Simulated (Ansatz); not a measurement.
# SiC: the cost of one run

Program: Ansatz 0.2.0. Level of theory: DFT PBE, scalar-relativistic, plane waves, PAW. These are calculated values, not measurements.

## 1. Starting point

It takes space group P6_3mc (No. 186, hexagonal). The conventional cell has a = 3.092 Å, b = 3.092 Å, c = 5.074 Å, α = 90.00°, β = 90.00°, γ = 120.00°. Around Si (site symmetry 3m) lie 4 C at 1.89 to 1.91 Å. C (site symmetry 3m) has 4 Si at 1.89 to 1.91 Å as nearest neighbours.

As a file:

```xyz
4
Lattice="3.0919 0.0000 0.0000 -1.5459 2.6776 0.0000 0.0000 0.0000 5.0743" Properties=species:S:1:pos:R:3 pbc="T T T"
Si    1.5459    0.8925    2.5604
Si    0.0000    1.7851    0.0232
C     1.5459    0.8925    4.4675
C     0.0000    1.7851    1.9304
```

The cell was relaxed beforehand at this level, from a distorted copy of a database structure. At a tolerance of 0.02 Å it has space group P6_3mc (No. 186); it has 10.50 Å³/atom, an uncorrected energy of -0.20 eV/atom over the elements.

## 2. Bands, states and charges

Contents of input.yaml:

```yaml
crystal:
  lattice:
    - [3.0918546585, 0.0, 0.0]
    - [-1.5459273292, 2.6776246791, 0.0]
    - [0.0, 0.0, 5.0743103156]
  atoms:
    - { symbol: Si, position: [0.6666666667, 0.3333333333, 0.5045786478] }
    - { symbol: Si, position: [0.3333333333, 0.6666666667, 0.0045786478] }
    - { symbol: C, position: [0.6666666667, 0.3333333333, 0.8804213422] }
    - { symbol: C, position: [0.3333333333, 0.6666666667, 0.3804213422] }
basis:
  ecutwfc: 420
kpoints:
  mp_grid: { grid: [12, 12, 6] }
  band_path:
    path:
      - [[0.0, 0.0, 0.0], [0.5, 0.0, 0.0], [0.33333333, 0.33333333, 0.0], [0.0, 0.0, 0.0], [0.0, 0.0, 0.5], [0.5, 0.0, 0.5], [0.33333333, 0.33333333, 0.5], [0.0, 0.0, 0.5]]
      - [[0.5, 0.0, 0.5], [0.5, 0.0, 0.0]]
      - [[0.33333333, 0.33333333, 0.5], [0.33333333, 0.33333333, 0.0]]
    npoints: 14
hamiltonian:
  xc: pbe
scf:
  occupations: { method: gaussian, width: 0.02 }
  n_extra_bands: 10
output:
  forces: true
  stress: true
  eigenvalues: true
  populations: true
  dos: { projected: true, de: 0.02, nscf_kmesh: { grid: [18, 18, 9] } }
  bader: true
```

Run with:

```sh
$ ansatz run input.yaml --threads 1 --pin off --max-ram 2560MiB --backend cpu --events-out ev --progress --plain --runs-dir out
```

What time and memory should one allow on 1 thread of AMD EPYC 7R43 (Zen 3), shared host?

About 86 s, with a peak of 0.4 GiB.
